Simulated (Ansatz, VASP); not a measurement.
# W in VASP and in Ansatz

The input INCAR:

```
SYSTEM = W
PREC = Accurate
ENCUT = 520
EDIFF = 1E-8
ISMEAR = -1
SIGMA = 0.03
LREAL = .FALSE.
LASPH = .TRUE.
NELM = 100
ALGO = Normal
ISIF = 2
LWAVE = .FALSE.
LCHARG = .FALSE.
GGA = PE
LEFG = .TRUE.
NBANDS = 13
```

Contents of KPOINTS:

```
Automatic mesh
0
G
  14 14 14
  0 0 0
```

The input POSCAR:

```
W
1.0
   -1.5838766763      1.5838766763      1.5838766763
    1.5838766763     -1.5838766763      1.5838766763
    1.5838766763      1.5838766763     -1.5838766763
W
1
Direct
    0.0000000000      0.0000000000      0.0000000000
```

Input for Ansatz:

```yaml
crystal:
  lattice:
    - [-1.5838766763, 1.5838766763, 1.5838766763]
    - [1.5838766763, -1.5838766763, 1.5838766763]
    - [1.5838766763, 1.5838766763, -1.5838766763]
  atoms:
    - { symbol: W, position: [0.0, 0.0, 0.0] }
kpoints:
  mp_grid: { grid: [14, 14, 14] }
scf:
  occupations: { method: fermi_dirac, width: 0.03 }
hamiltonian:
  xc: pbe
  pseudopotentials: { kind: paw }
output:
  forces: true
  stress: true
  eigenvalues: true
  efg: { contact_densities: true }
```

Change from the starting cell: volume scaled by 0.975, PAW files.

Alike in both runs: task electric field gradients; functional PBE; k mesh 14 × 14 × 14; occupations fermi-dirac, width 0.03 eV; no spin polarisation.

|  | VASP | Ansatz |
| --- | --- | --- |
| version | VASP 6.6.1 | Ansatz 0.2.0 |
| potentials or method | VASP PAW PBE potentials, release 64 (W_sv) | PAW with Ansatz's default frozen-core files, scalar-relativistic |
| plane-wave cutoff (eV) | 520 | 420 |
| valence electrons in the cell | 14 | 14 |

```tsv
	VASP	Ansatz	Ansatz less VASP
pressure (GPa)	5.8	5.2	-0.56
Vzz of the field gradient on the site that differs most (V/Å²)	0.0	0.0	0.00
```

With one functional, cell and mesh, what is left measures potentials, basis and numerics. Ansatz warned: «gradients_without_spin_orbit».

Spin-orbit coupling is left out, which matters for the levels of W.
